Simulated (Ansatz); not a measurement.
# AlN (P6_3/mmc): Grüneisen parameters, part 2 of 3

Aim: how the phonons of AlN (P6_3/mmc) shift with volume, and the thermal expansion that follows.

Ansatz 0.2.0; DFT LDA, scalar-relativistic, plane waves, PAW; PAW set soft_1.

So far, highest frequency on the path or at a solved wavevector (cm⁻¹): step 2 (phonons on a q mesh) 935.

## 4. Phonons at the other volume, volume ratio 0.97

The phonons are repeated at this volume on the same k and q meshes.

input.yaml reads:

```yaml
crystal:
  lattice:
    - [3.2472364037, 0.0, 0.0]
    - [-1.6236182018, 2.8121892177, 0.0]
    - [0.0, 0.0, 4.0475965974]
  atoms:
    - { symbol: Al, position: [0.3333333333, 0.6666666667, 0.75] }
    - { symbol: Al, position: [0.6666666667, 0.3333333333, 0.25] }
    - { symbol: "N", position: [0.3333333333, 0.6666666667, 0.25] }
    - { symbol: "N", position: [0.6666666667, 0.3333333333, 0.75] }
kpoints:
  mp_grid: { grid: [9, 9, 8] }
hamiltonian:
  xc: lda
  pseudopotentials: { kind: paw, azcp: { folder: soft_1 }, xc_functional: pbe }
scf:
  occupations: { method: fixed }
output:
  eigenvalues: true
phonons:
  method: dfpt
  dielectric: true
  rigid_motions: translations
  qmesh: [3, 3, 4]
  temperatures: { t_max: 1000, t_step: 50 }
  qpath:
    path:
      - [[0.0, 0.0, 0.0], [0.5, 0.0, 0.0], [0.33333333, 0.33333333, 0.0], [0.0, 0.0, 0.0], [0.0, 0.0, 0.5], [0.5, 0.0, 0.5], [0.33333333, 0.33333333, 0.5], [0.0, 0.0, 0.5]]
      - [[0.5, 0.0, 0.5], [0.5, 0.0, 0.0]]
      - [[0.33333333, 0.33333333, 0.5], [0.33333333, 0.33333333, 0.0]]
    npoints: 10
```

Started as:

```sh
ansatz run input.yaml --threads 4 --pin off --max-ram 10240MiB --backend cpu --events-out ev --progress --plain --runs-dir out
```

Numbers of over 12 decimals in the logs are rounded to 6 here.

Log:

```text
[...]
Crystal: 4 atoms, lattice volume = 36.962 Å³
Basis set: ecut = 420 eV, 745 PW (Γ), exchange–correlation on 48×48×60 points (8 copies of the dense FFT grid, shifted against one another)
Bands: 12, of which v1, the nominal top of the filled ones, is band 8 counted from 1 (7 counted from 0)
Symmetry: 24 space group operations
k-points: 185 of 648 (irreducible under 2 space group operations, time reversal used)
[...]
SCF iter   1: F=—  HF=-1782.444087 eV  |F-HF|=—  |Δ(HF+E_count)|=         —  Δρ=1.43e-1  dr2=8.97e0  ethr=3.10e-3  ⟨swp⟩=4.9  Hψ=11850  notcnv=0  defer=229
[...]
SCF iter   8: F=-1779.327864 eV  HF=-1779.327864 eV  |F-HF|=6.82e-13  |Δ(HF+E_count)|=  4.77e-11  Δρ=6.28e-8  dr2=1.02e-12  ethr=1.00e-12  ⟨swp⟩=6.7  Hψ=12895  notcnv=0
SCF 1 converged in 8 iterations: F = -1779.327864 eV  dr2 = 1.02e-12
[...]
NSCF: frozen V_eff on 4 k-points
DFPT response loops at Γ: preconditioner auto → none (the input reference at scf.mixing.eps_inf says where Resta's filter doesn't serve); β = 0.50; Broyden in place of MSR1
── the response to a field inside a basis, on 10×10×8 k-points: an SCF that follows is theirs, and a resumed run solves both again ──
Bands: 9, of which v1, the nominal top of the filled ones, is band 8 counted from 1 (7 counted from 0)
k-points: 120 of 800 (irreducible under 8 space group operations)
[...]
Eigensolver: Dense (120 Hₖ)
SCF iter   1: F=—  HF=-1779.329518 eV  |F-HF|=—  |Δ(HF+E_count)|=         —  Δρ=3.53e-4  dr2=6.34e-6  ethr=1.00e-1
[...]
SCF iter   4: F=-1779.329519 eV  HF=-1779.329519 eV  |F-HF|=1.40e-10  |Δ(HF+E_count)|=   1.41e-7  Δρ=4.48e-6  dr2=2.09e-9  ethr=3.46e-9
SCF 1 converged in 4 iterations: F = -1779.329519 eV  dr2 = 2.09e-9
[...]
SCF converged after 8 iterations
Free energy (F): -1779.327864 eV
[...]
Internal energy: -1779.327864 eV  (E = F + TS)
E sigma→0 (E₀):  -1779.327864 eV
Fermi energy:    9.568614 eV
[...]
--- Band table (eV; the first three rows and the last of 185) ---
  k-point 0: bands = [... 4 lower, 6.0890, 7.8953, 7.8953, 9.5686, 13.4183, 14.4229, 17.9968, 17.9968]
  k-point 1: bands = [... 4 lower, 6.1507, 7.8214, 7.8214, 9.1615, 13.7327, 14.6037, 17.8437, 17.8437]
  k-point 2: bands = [... 4 lower, 6.3297, 7.6116, 7.6116, 8.2084, 14.4183, 15.0762, 17.6567, 17.6567]
  k-point 184: bands = [... 4 lower, 5.1841, 5.1841, 8.3493, 8.3493, 15.5955, 15.5955, 19.3376, 19.3376]
--- Phonons (Γ-DFPT): 4 representative perturbations + reference, on 185 of 648 k-points (Σ response iterations 12) ---
  k mesh reduced under 2 symmetry operations, with k and −k counted as one. Each operation leaves every solved perturbation unchanged. A smaller set is not considered because the run solves the response to a homogeneous field
  ASR residual: 3.985e-5 → 0.000e0 eV/Å²; symmetrization residual: 9.081e-7 eV/Å²
  ASR residual per site (eV/Å²): 2.60e-6 2.60e-6 3.99e-5 3.99e-5
[...]
ε∞ (high-frequency dielectric tensor):
        4.389161     0.000000     0.000000
        0.000000     4.389161     0.000000
        0.000000     0.000000     4.755369
  ε⁰ (static dielectric tensor: ions relaxed, cell fixed):
        8.010271     0.000000    -0.000000
        0.000000     8.010271    -0.000000
       -0.000000    -0.000000    27.849121
  ε⁰ − ε∞ (ionic part):
        3.621109     0.000000    -0.000000
        0.000000     3.621109    -0.000000
       -0.000000    -0.000000    23.093752
  softest optical mode at Γ: 344.32 cm⁻¹; the repairs (sum rule, projections) moved no ω² at Γ by more than (0.99 cm⁻¹)²
  Born effective charges Z* (e; rows j = field, columns β = displacement):
    site 0:
         2.52452    0.00000    0.00000
         0.00000    2.52452    0.00000
         0.00000    0.00000    3.07919
    site 1:
         2.52452    0.00000    0.00000
         0.00000    2.52452    0.00000
         0.00000    0.00000    3.07919
    site 2:
        -2.52452   -0.00000    0.00000
        -0.00000   -2.52452    0.00000
         0.00000    0.00000   -3.07919
    site 3:
        -2.52452   -0.00000    0.00000
        -0.00000   -2.52452    0.00000
         0.00000    0.00000   -3.07919
  Z* charge neutrality: 2.034e-3 e pre-enforcement
  solved inside a basis spanned on kpoints, on 10×10×8 k-points, its susceptibility summed on 14×14×10: ε∞ is read to err by 1.9e-2, Z* by 1.5e-2 e (field_mesh: kpoints solves on kpoints); Z* is corrected for what the basis lacks
  optical modes at Γ without the LO–TO term, one row a degenerate level:
      ω (cm⁻¹)  modes    IR ((D/Å)²/amu)
        344.32      1            47.4479
        346.01      2             0.0000
        443.99      1             0.0000
        712.91      2            63.7869
        718.42      1             0.0000
        732.62      2             0.0000
  optical modes at Γ + LO–TO along q̂ = [1.0000, 0.0000, 0.0000]:
      ω (cm⁻¹)  modes    IR ((D/Å)²/amu)
        344.32      1            47.4479
        346.01      2             0.0000
        443.99      1             0.0000
        712.91      1            31.8934
        718.42      1             0.0000
        732.62      2             0.0000
        963.08      1            31.8934
  optical modes at Γ + LO–TO along q̂ = [0.0000, 1.0000, 0.0000]:
      ω (cm⁻¹)  modes    IR ((D/Å)²/amu)
        344.32      1            47.4479
        346.01      2             0.0000
        443.99      1             0.0000
        712.91      1            31.8934
        718.42      1             0.0000
        732.62      2             0.0000
        963.08      1            31.8934
  optical modes at Γ + LO–TO along q̂ = [0.0000, 0.0000, 1.0000]:
      ω (cm⁻¹)  modes    IR ((D/Å)²/amu)
        346.01      2             0.0000
        443.99      1             0.0000
        712.91      2            63.7869
        718.42      1             0.0000
        732.62      2             0.0000
        833.25      1            47.4479
--- Phonons (arbitrary-q DFPT): 9 irreducible q on the 3×3×4 mesh ---
[...]
interpolated dispersion: 94 rows × 12 modes
[...]
```

Elapsed: 94 s, on 4 threads of Arm Neoverse V1, shared host; peak memory 0.84 GiB; 6.1 min of CPU time.

This step gave:

| Property | Result |
| --- | --- |
| sum-rule residual before enforcement | 3.99e-5 eV/Å² |
| miss of the charge sum rule | 0.002034 e |
| estimated error of the dielectric tensor | 0.01909 |
| estimated error of the Born charges | 0.01545 e |
| highest frequency on the path or at a solved wavevector | 963.1 cm⁻¹ |
| mean frequency | 528.9 cm⁻¹ |
| Debye temperature (second moment) | 1050 K |
| logarithmic mean frequency | 485.2 cm⁻¹ |
| highest optical mode at the zone centre (no LO-TO term) | 732.6 cm⁻¹ |
| lowest optical zone-centre mode | 344.3 cm⁻¹ |
| mean high-frequency dielectric constant | 4.511 |
| largest Born charge (third of the trace) | 2.709 e |
| mean static dielectric constant | 14.62 |
| top of the zone-centre spectrum with the field | 963.1 cm⁻¹ |
| lowest mode on the q mesh (acoustic modes at Γ apart) | 143.1 cm⁻¹ |
| zero-point energy per atom | 98.36 meV |

Frequencies (cm⁻¹) solved at each irreducible wavevector; negative means imaginary. Frequencies by wavevector, by row:

| q in reciprocal lattice units | star | mode 1 | mode 2 | mode 3 | mode 4 | mode 10 | mode 11 | mode 12 |
| --- | --- | --- | --- | --- | --- | --- | --- | --- |
| 0 0 0 | 1 | 0 | 0 | 0 | 344.3 | 718.4 | 732.6 | 732.6 |
| 0 0 0.25 | 2 | 153.4 | 153.4 | 205.1 | 329.9 | 726.6 | 726.6 | 809.1 |
| 0 0 -0.5 | 1 | 269.9 | 269.9 | 269.9 | 269.9 | 716.2 | 752.8 | 752.8 |
| 0 0.3333 0 | 6 | 143.1 | 249.1 | 381.2 | 401.4 | 729.8 | 748.1 | 869.5 |
| 0 0.3333 0.25 | 12 | 229 | 242.8 | 362.5 | 387 | 738.3 | 762.3 | 859.5 |
| 0 0.3333 -0.5 | 6 | 294.1 | 294.1 | 333.3 | 333.3 | 713.8 | 814 | 814 |
| 0.3333 0.3333 0 | 2 | 280.9 | 337.8 | 337.8 | 486.7 | 738.6 | 738.6 | 793.9 |
| 0.3333 0.3333 0.25 | 4 | 314.3 | 314.3 | 345.7 | 479.4 | 752.5 | 752.5 | 780.9 |
| 0.3333 0.3333 -0.5 | 2 | 299.3 | 299.3 | 430.4 | 430.4 | 744.8 | 754.8 | 754.8 |

The highest optical mode at the zone centre (no LO-TO term) is 732.6 cm⁻¹, +30.9 cm⁻¹ against the base run.

## 5. Relaxing at another volume, volume ratio 1.03

The volume is scaled by 1.03 and held, while shape and atoms relax as far as symmetry allows. The modes can then be followed against volume.

input.yaml, the sections that differ from step 4:

```yaml
crystal:
  lattice:
    - [3.3081152091, 0.0, 0.0]
    - [-1.6540576046, 2.8649118098, 0.0]
    - [0.0, 0.0, 4.1412292685]
  atoms:
    - { symbol: Al, position: [0.3333333333, 0.6666666667, 0.75] }
    - { symbol: Al, position: [0.6666666667, 0.3333333333, 0.25] }
    - { symbol: "N", position: [0.3333333333, 0.6666666667, 0.25] }
    - { symbol: "N", position: [0.6666666667, 0.3333333333, 0.75] }
output:
  forces: true
  stress: true
  eigenvalues: true
relax:
  adjacent_minimum: "off"
  f_tol: 0.001
  max_steps: 60
  cell: { stress_tol: 0.01, fix: [volume] }
# kpoints, hamiltonian, scf: as in step 4
# phonons: removed
```

Log:

```text
[...]
Crystal: 4 atoms, lattice volume = 39.248 Å³
Basis set: ecut = 420 eV, 769 PW (Γ)
Bands: 12, of which v1, the nominal top of the filled ones, is band 8 counted from 1 (7 counted from 0)
Symmetry: 24 space group operations
[...]
k-points: 60 of 648
[...]
--- Relaxed structure (4 steps of the walk, 4 accepted, 2 SCFs on fresh bases) ---
[...]
cell:  # Å, volume = 39.2483 Å³
    - [3.302123, 2.8815330290509543e-11, 0.0]
    - [-1.651062, 2.859723, 0.0]
    - [0.0, 0.0, 4.156272]
  atoms:
    - { symbol: Al, position: [0.333333, 0.666667, 0.750000] }
    - { symbol: Al, position: [0.666667, 0.333333, 0.25] }
    - { symbol: N, position: [0.333333, 0.666667, 0.25] }
    - { symbol: N, position: [0.666667, 0.333333, 0.750000] }
[key lines of the parts left out:]
SCF converged after 4 iterations
Free energy (F): -1779.330326 eV
Fermi energy:    8.842997 eV
P = ⅓ Tr σ = -6.1965 GPa (-61.965 kbar)
```

The job ended after 3 s (4 threads; peak memory 0.38 GiB; 11 s of CPU time).

The steps of the relaxation:

| step | energy less that of the first step (eV) | largest force component (eV/Å) | pressure (GPa) | volume (Å³) |
| --- | --- | --- | --- | --- |
| 1 | 0.0000 | 0.0000 | -6.33 | 39.25 |
| 2 | -0.0001 | 0.0000 | -6.31 | 39.25 |
| 3 | -0.0004 | 0.0000 | -6.20 | 39.25 |
| 4* | -0.0004 | 0.0000 | -6.20 | 39.25 |
| 5 | -0.0004 | 0.0000 | -6.20 | 39.25 |
| 6* | -0.0005 | 0.0000 | -6.20 | 39.25 |

Relaxation steps marked * repeat the geometry before them on a plane-wave basis chosen anew for their cell, so energy and pressure can jump there.

The run keeps the 24 symmetry operations that it works with, so distortions that break them were not tested.

| conventional cell, symmetrised | before | after | change |
| --- | --- | --- | --- |
| a (Å) | 3.308 | 3.302 | -0.2 % |
| b (Å) | 3.308 | 3.302 | -0.2 % |
| c (Å) | 4.141 | 4.156 | +0.4 % |
| volume (Å³/atom) | 9.81 | 9.81 | +0.0 % |

The relaxed structure:

```cif
data_structure
_symmetry_space_group_name_H-M 'P 1'
_symmetry_Int_Tables_number 1
_cell_length_a 3.3021
_cell_length_b 3.3021
_cell_length_c 4.1563
_cell_angle_alpha 90.000
_cell_angle_beta 90.000
_cell_angle_gamma 120.000
_cell_volume 39.25
loop_
_atom_site_label
_atom_site_type_symbol
_atom_site_fract_x
_atom_site_fract_y
_atom_site_fract_z
_atom_site_occupancy
Al1 Al 0.33333 0.66667 0.75000 1
Al2 Al 0.66667 0.33333 0.25000 1
N3 N 0.33333 0.66667 0.25000 1
N4 N 0.66667 0.33333 0.75000 1
```

This step gave:

* pressure: -6.197 GPa
* gap on the k-mesh: 3.388 eV
* volume per atom: 9.812 Å³
* direct gap on mesh: 3.388 eV

The cell grew by 0.0 % in volume.

## 6. Phonons at the other volume, volume ratio 1.03

The phonons are repeated at this volume on the same k and q meshes.

input.yaml reads:

```yaml
crystal:
  lattice:
    - [3.3021233405, 0.0, 0.0]
    - [-1.6510616703, 2.8597226993, 0.0]
    - [0.0, 0.0, 4.1562718409]
  atoms:
    - { symbol: Al, position: [0.3333333333, 0.6666666667, 0.75] }
    - { symbol: Al, position: [0.6666666667, 0.3333333333, 0.25] }
    - { symbol: "N", position: [0.3333333333, 0.6666666667, 0.25] }
    - { symbol: "N", position: [0.6666666667, 0.3333333333, 0.75] }
kpoints:
  mp_grid: { grid: [9, 9, 8] }
hamiltonian:
  xc: lda
  pseudopotentials: { kind: paw, azcp: { folder: soft_1 }, xc_functional: pbe }
scf:
  occupations: { method: fixed }
output:
  eigenvalues: true
phonons:
  method: dfpt
  dielectric: true
  rigid_motions: translations
  qmesh: [3, 3, 4]
  temperatures: { t_max: 1000, t_step: 50 }
  qpath:
    path:
      - [[0.0, 0.0, 0.0], [0.5, 0.0, 0.0], [0.33333333, 0.33333333, 0.0], [0.0, 0.0, 0.0], [0.0, 0.0, 0.5], [0.5, 0.0, 0.5], [0.33333333, 0.33333333, 0.5], [0.0, 0.0, 0.5]]
      - [[0.5, 0.0, 0.5], [0.5, 0.0, 0.0]]
      - [[0.33333333, 0.33333333, 0.5], [0.33333333, 0.33333333, 0.0]]
    npoints: 10
```

Log:

```text
[...]
Crystal: 4 atoms, lattice volume = 39.248 Å³
Basis set: ecut = 420 eV, 745 PW (Γ), exchange–correlation on 48×48×60 points (8 copies of the dense FFT grid, shifted against one another)
Bands: 12, of which v1, the nominal top of the filled ones, is band 8 counted from 1 (7 counted from 0)
Symmetry: 24 space group operations
[...]
ω (cm⁻¹)  modes    IR ((D/Å)²/amu)
[...]
optical modes at Γ + LO–TO along q̂ = [0.0000, 0.0000, 1.0000]:
      ω (cm⁻¹)  modes    IR ((D/Å)²/amu)
[...]
659.55      1             0.0000
        661.64      2            64.4842
        673.65      2             0.0000
        768.73      1            49.4017
--- Phonons (arbitrary-q DFPT): 9 irreducible q on the 3×3×4 mesh ---
[...]
interpolated dispersion: 94 rows × 12 modes
[...]
[key lines of the parts left out:]
SCF converged after 8 iterations
Free energy (F): -1779.330327 eV
Fermi energy:    8.842996 eV
```

Elapsed: 1.7 min, on 4 threads; peak memory 0.87 GiB; 6.7 min of CPU time.

Numbers from this step:

```
sum-rule residual before enforcement                    : 1.39e-5 eV/Å²
miss of the charge sum rule                             : 7.17e-4 e
estimated error of the dielectric tensor                : 0.01304
estimated error of the Born charges                     : 0.01113 e
highest frequency on the path or at a solved wavevector : 910 cm⁻¹
mean frequency                                          : 487 cm⁻¹
Debye temperature (second moment)                       : 970 K
logarithmic mean frequency                              : 445.5 cm⁻¹
highest optical mode at the zone centre (no LO-TO term) : 673.6 cm⁻¹
lowest optical zone-centre mode                         : 217.4 cm⁻¹
mean high-frequency dielectric constant                 : 4.639
largest Born charge (third of the trace)                : 2.740 e
mean static dielectric constant                         : 26.24
top of the zone-centre spectrum with the field          : 910.0 cm⁻¹
lowest mode on the q mesh (acoustic modes at Γ apart)   : 147.3 cm⁻¹
zero-point energy per atom                              : 90.56 meV
```

Frequencies (cm⁻¹) solved at each irreducible wavevector; negative means imaginary. Frequencies by wavevector, by row:

| q in reciprocal lattice units | star | mode 1 | mode 2 | mode 3 | mode 4 | mode 10 | mode 11 | mode 12 |
| --- | --- | --- | --- | --- | --- | --- | --- | --- |
| 0 0 0 | 1 | 0 | 0 | 0 | 217.4 | 661.6 | 673.6 | 673.6 |
| 0 0 0.25 | 2 | 147.3 | 147.3 | 171.2 | 315 | 668.9 | 668.9 | 749.3 |
| 0 0 -0.5 | 1 | 258.4 | 258.4 | 258.4 | 258.4 | 661.4 | 702.7 | 702.7 |
| 0 0.3333 0 | 6 | 155.9 | 211.2 | 345.9 | 360.5 | 678.9 | 688 | 821.9 |
| 0 0.3333 0.25 | 12 | 217.7 | 230.4 | 309.8 | 369.8 | 678.8 | 709.4 | 809.5 |
| 0 0.3333 -0.5 | 6 | 248.7 | 248.7 | 324.1 | 324.1 | 656.2 | 762.8 | 762.8 |
| 0.3333 0.3333 0 | 2 | 285.1 | 285.1 | 288.8 | 453.5 | 694 | 694 | 737 |
| 0.3333 0.3333 0.25 | 4 | 268.7 | 268.7 | 344.5 | 416.7 | 701.7 | 701.7 | 724.3 |
| 0.3333 0.3333 -0.5 | 2 | 256.8 | 256.8 | 370.6 | 370.6 | 688.8 | 701.8 | 701.8 |

The highest optical mode at the zone centre (no LO-TO term) is 673.6 cm⁻¹, -28.1 cm⁻¹ against the base run.

(Continued in part 3 of 3.)

[Logs are printed without paths, hosts, clocks, repeated set-up lines and the standing remarks that a program may print on its own settings, such as how far it seeks lower states.]

[Hosts, paths, dates, database ids (printed as entryN), source tags and the programs' standing remarks are cut or masked in the printed files.]
